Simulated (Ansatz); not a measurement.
PbO built on the CsCl prototype was put through Ansatz (plane waves). It starts from the PBE minimum.

Starting structure:
```cif
data_structure
_symmetry_space_group_name_H-M 'P 1'
_symmetry_Int_Tables_number 1
_cell_length_a 3.2148
_cell_length_b 3.2148
_cell_length_c 3.2148
_cell_angle_alpha 90.000
_cell_angle_beta 90.000
_cell_angle_gamma 90.000
_cell_volume 33.23
loop_
_atom_site_label
_atom_site_type_symbol
_atom_site_fract_x
_atom_site_fract_y
_atom_site_fract_z
_atom_site_occupancy
Pb1 Pb 0.00000 0.00000 0.00000 1
O1 O 0.50000 0.50000 0.50000 1
```

Main lines of the log:
```
Functional definition: r2SCAN
Crystal: 2 atoms, lattice volume = 33.226 Å³
Basis set: ecut = 500 eV, 847 PW (Γ)
Bands: 14, of which v1, the nominal top of the filled ones, is band 10 counted from 1 (9 counted from 0)
Symmetry: 48 space group operations
Space group: Pm-3m (ITA 221)
k-points: 35 of 512
preconditioner: auto → none  [insulator: Δε(μ)=0.236 eV  σ=0.020 eV  ℏωp=28.8 eV]
SCF 1 converged in 7 iterations: F = -12488.191906 eV  dr2 = 3.26e-9
relax step 1: F+E_penalty+E_count = -12488.19190616 eV  P = -3.262 GPa  Ω = 33.226 Å³
SCF 2 converged in 6 iterations: F = -12488.155319 eV  dr2 = 1.96e-8
relax step 2: F+E_penalty+E_count = -12488.15531928 eV  P = +8.127 GPa  Ω = 30.112 Å³  (rejected)
SCF 3 converged in 10 iterations: F = -12488.203255 eV  dr2 = 1.31e-14
relax step 3: F+E_penalty+E_count = -12488.20325525 eV  P = -0.407 GPa  Ω = 32.270 Å³
SCF 4 converged in 4 iterations: F = -12488.203436 eV  dr2 = 1.65e-7
relax step 4: F+E_penalty+E_count = -12488.20343607 eV  P = +0.026 GPa  Ω = 32.138 Å³
SCF 5 converged in 6 iterations: F = -12488.203236 eV  dr2 = 5.69e-12
relax step 5: F+E_penalty+E_count = -12488.20323619 eV  P = +0.030 GPa  Ω = 32.138 Å³  (SCF on a basis re-selected at this cell)
Free energy (F): -12488.203236 eV
Fermi energy:    11.448146 eV
--- Stress (GPa, compression-positive) ---
        0.030005       0.000000       0.000000
        0.000000       0.030005       0.000000
        0.000000       0.000000       0.030005
  P = ⅓ Tr σ = 0.0300 GPa (0.300 kbar)
--- Relaxed structure (4 steps of the walk, 3 accepted, 1 SCFs on fresh bases) ---
  F+E_penalty+E_count = -12488.20323619 eV
  cell:  # Å, volume = 32.1384 Å³
    - [3.179372, 0.000000, 0.000000]
    - [0.000000, 3.179372, 0.000000]
    - [0.000000, 0.000000, 3.179372]
  atoms:
    - { symbol: Pb, position: [0.000000, 0.000000, 0.000000] }
    - { symbol: O, position: [0.500000, 0.500000, 0.500000] }
```

Q: Which of these blocks stood in the input: relax, gw, phonons, dielectric, magnetization (spin_orbit)?

A: relax. The relax steps with a changing cell volume need the relax block with cell.

Q: Which k mesh was typed?

A: 8×8×8, Γ-centred.

Q: How were the bands filled?

A: With smearing of width σ = 0.02 eV (Fermi-Dirac in this run).

Command: `ansatz run input.yaml --threads 2 --pin off --max-ram 2211MiB --backend cpu --events-out ev --progress --plain --runs-dir out`. Wall time 9.9 s on 2 threads of Arm Neoverse N1 (shared host), load about 0.8 per core; peak host memory 0.36 GiB.

No spin polarisation. The prototype was imposed, so other structures may be more stable.
